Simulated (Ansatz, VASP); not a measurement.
**TiC in VASP and in Ansatz**

```
Ti C
1.0
     0.00000    2.16162    2.16162
     2.16162    0.00000    2.16162
     2.16162    2.16162    0.00000
Ti C
1 1
Direct
  0.50000 0.50000 0.50000
  0.00000 0.00000 0.00000
```

Change from the starting cell: the structure that the rattled cell fell into.

Alike in both runs: task relaxation of cell and atoms; functional PBE; k mesh 6 × 6 × 6; occupations gaussian, width 0.1 eV; no spin polarisation.

```csv
,VASP,Ansatz
version,VASP 6.6.1,Ansatz 0.2.0
potentials or method,"VASP PAW PBE potentials, release 64 (Ti_sv, C)","scalar-relativistic, plane waves, PAW"
plane-wave cutoff (eV),600,420
valence electrons in the cell,16,16
```

Ansatz gave:

```
gap on the k mesh at the Fermi level, each at its own relaxed structure (eV) : none
relaxed volume (Å³/atom)                                                     : 10.16
relaxed cell length with the largest relative difference (Å)                 : 3.063
```

Q: What did VASP give for the same quantities?

A: gap on the k mesh at the Fermi level, each at its own relaxed structure (eV): none; relaxed volume (Å³/atom): 10.18; relaxed cell length with the largest relative difference (Å): 3.065.

A gap of «none» marks a metal or a gap that the smearing closes.

Caveats: the k mesh is coarse (spacing up to 0.42 Å⁻¹), so the values aren't converged.
